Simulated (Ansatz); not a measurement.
**CdS (Pmmn): scan of the energy under strain, by script**

What does a strain cost in CdS (Pmmn)? Wanted for CdS (Pmmn): a scan of the energy under strain.

Program: Ansatz 0.2.0 through its Python package. Level of theory: DFT PBEsol, plane waves, PAW. These are calculated values, not measurements.

## Step 1: Starting point

The structure is orthorhombic, space group Pmmn (No. 59). Conventional cell: a = 3.898 Å, b = 5.511 Å, c = 3.898 Å, α = 90.00°, β = 90.00°, γ = 90.00°. Around Cd (site symmetry mm2) lie 6 S at 2.75 to 2.76 Å. S (site symmetry mm2) has 6 Cd at 2.75 to 2.76 Å as nearest neighbours.

No structure file is read: the coordinates are typed or built in the script.

## Step 2: The code

The input, strain_cds.py:

```python
# -*- coding: utf-8 -*-
'''A biaxial strain scan of CdS.'''

import ansatz
import numpy as np

VECTORS = np.array([
    [3.898436, 0.0, 0.0],
    [0.0, 5.511492, 0.0],
    [0.0, 0.0, 3.898104],
])
SITES = [
    ('Cd', [0.5, 0.5, 0.243026]),
    ('Cd', [0.0, 0.0, 0.756974]),
    ('S', [0.5, 0.0, 0.255163]),
    ('S', [0.0, 0.5, 0.744837]),
]


def on_lattice(cell):
    crystal = ansatz.Crystal(lattice=ansatz.Lattice.of(cell))
    for symbol, position in SITES:
        crystal = crystal.atom(symbol, position)
    return crystal


def main():
    # clamped ions: the fractional positions stay as typed
    values = np.linspace(-0.02, 0.02, 5)
    energies = []
    for d in values:
        strain = np.diag([d, d, 0])
        cell = VECTORS @ (np.eye(3) + strain)
        base = on_lattice(cell).calculation()
        base = base.functional('pbesol').accuracy('medium')
        base = base.basis(260)
        base = base.scf(lower_state_search='light')
        base = base.occupations('fermi_dirac', width=0.05)
        base = base.kpoints(5, 4, 5)
        data = base.run().report
        energies.append(data['free_energy_ev'] / len(SITES))
        print(f'd = {d:+.4f}  F = {energies[-1]:.5f} eV/atom')
    energies = np.array(energies)

    for value, e in zip(values, energies):
        print(f'strain {value:7.3f}   E - Emin = {1000 * (e - energies.min()):9.3f} meV/atom')
    curvature = 2 * np.polyfit(values, energies, 3)[1]
    volume = abs(np.linalg.det(VECTORS)) / len(SITES)
    print(f'd2E/dd2 over the volume: {curvature / volume * 160.21766:.1f} GPa')


if __name__ == '__main__':
    main()
```

## Step 3: The input behind the calls

The engine receives this input (first run):

```yaml
crystal:
  lattice:
    - [3.82046728, 0.0, 0.0]
    - [0.0, 5.40126216, 0.0]
    - [0.0, 0.0, 3.898104]
  atoms:
    - { symbol: Cd, position: [0.5, 0.5, 0.243026] }
    - { symbol: Cd, position: [0.0, 0.0, 0.756974] }
    - { symbol: S, position: [0.5, 0.0, 0.255163] }
    - { symbol: S, position: [0.0, 0.5, 0.744837] }
accuracy: medium
basis:
  ecutwfc: 260.0
kpoints:
  mp_grid:
    grid: [5, 4, 5]
hamiltonian:
  xc: pbesol
scf:
  lower_state_search: light
  occupations:
    method: fermi_dirac
    width: 0.05
```

## Step 4: Launch

Command:

```
python strain_cds.py
```

The program printed:

```text
DeckWarning: basis.ecutwfc = 260 eV is below the records' recommended 420 eV, and the density's cutoff is lower with it unless basis.ecutrho_ratio is high enough to keep the records' density cutoff: compare with a run at a higher cutoff
d = -0.0200  F = -4534.51393 eV/atom
d = -0.0100  F = -4534.50595 eV/atom
d = +0.0000  F = -4534.49463 eV/atom
d = +0.0100  F = -4534.48262 eV/atom
d = +0.0200  F = -4534.46807 eV/atom
strain  -0.020   E - Emin =     0.000 meV/atom
strain  -0.010   E - Emin =     7.972 meV/atom
strain   0.000   E - Emin =    19.295 meV/atom
strain   0.010   E - Emin =    31.309 meV/atom
strain   0.020   E - Emin =    45.854 meV/atom
d2E/dd2 over the volume: 151.2 GPa
```

(Warnings from the package without file and line.)

Run time: 7.3 s. Hardware: 1 thread of Arm Neoverse V2, shared host; peak memory 0.37 GiB.

## Step 5: Inputs of later runs

The engine's inputs for some of the other runs:

Run 2, against run 1:

```diff
@@ -3,2 +3,2 @@
-    - [3.82046728, 0.0, 0.0]
-    - [0.0, 5.40126216, 0.0]
+    - [3.8594516399999996, 0.0, 0.0]
+    - [0.0, 5.456377079999999, 0.0]
```

Run 3, against run 1:

```diff
@@ -3,2 +3,2 @@
-    - [3.82046728, 0.0, 0.0]
-    - [0.0, 5.40126216, 0.0]
+    - [3.898436, 0.0, 0.0]
+    - [0.0, 5.511492, 0.0]
```

Run 4, against run 1:

```diff
@@ -3,2 +3,2 @@
-    - [3.82046728, 0.0, 0.0]
-    - [0.0, 5.40126216, 0.0]
+    - [3.93742036, 0.0, 0.0]
+    - [0.0, 5.56660692, 0.0]
```

## Step 6: The engine's runs

From the records of these 5 runs:

```csv
run,strain,energy from run 1 (meV/atom),SCF cycles,CPU time (s)
1,-0.020,0.00,7,1.3
2,-0.010,7.97,7,1.2
3,0.000,19.30,7,1.2
4,0.010,31.31,7,1.3
5,0.020,45.85,7,1.3
```

Energies are free energies F = E - TS of the smeared occupations. 

## Step 7: Results

```
            quantity           value
       runs compared               5
     range of energy  45.85 meV/atom
lowest point, strain          -0.020
```

What this shows: Runs 1, 2, 3, 4, 5: each has a cutoff under the recommended one, so what rests on them isn't a property of the system. The lowest point is at the first value of the scan; the highest lies 45.9 meV/atom above it. Reading the output:
- The cutoff lies under the one recommended for these potentials.
- Under the recommended cutoff a pressure can be off by several GPa, even in sign.
- The curvature belongs to this strain pattern and to the cell's stress; it equals a single elastic constant only for simple patterns.
- The gap on the mesh is very small: a semilocal functional closes or nearly closes the gap of many narrow semiconductors.
- The structure comes from a database of computed cells and needn't be a stable or known phase.
- The ions keep their fractional positions (clamped ions).
